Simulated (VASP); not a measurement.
**GaN: single point with PBE**

GaN:

```xyz
2
Lattice="0.0000 2.1352 2.1352 2.1352 0.0000 2.1352 2.1352 2.1352 0.0000" Properties=species:S:1:pos:R:3 pbc="T T T"
Ga    0.0000    0.0000    0.0000
N     2.1352    2.1352    2.1352
```

Measurements of this composition are mostly on another form, of space group No. 186.

| Item | Value |
| --- | --- |
| Program | VASP 6.6.1 |
| Task | single point |
| Functional | PBE |
| Potentials or basis | VASP PAW PBE potentials, release 64 (Ga_d, N) |
| Cutoff | 520 eV |
| k mesh | 11 × 11 × 11 |
| Occupations | fermi-dirac, width 0.05 eV |
| Spin | no spin polarisation |

* Pressure: 0.4 GPa
* Band gap on the k mesh: 0.54 eV, indirect (least direct gap 2.37 eV)

Levels at points of the mesh, in eV from the valence-band top:
```csv
k point,band 5,band 6,band 7,band 8,band 9,band 10,band 11,band 12,band 13,band 14
"(0.00, 0.00, 0.00)",-13.92,-13.92,-0.49,-0.49,-0.49,1.88,14.53,14.53,14.53,15.37
```

It took 14 s on 1 thread of Intel(R) Xeon(R) Platinum 8375C CPU @ 2.90GHz (Ice Lake), on a shared host, peak memory 0.14 GiB.

Caveat: an odd mesh through Γ misses points on the zone boundary, where band edges often lie. PBE gaps usually lie below the measured ones, often by a third to a half.
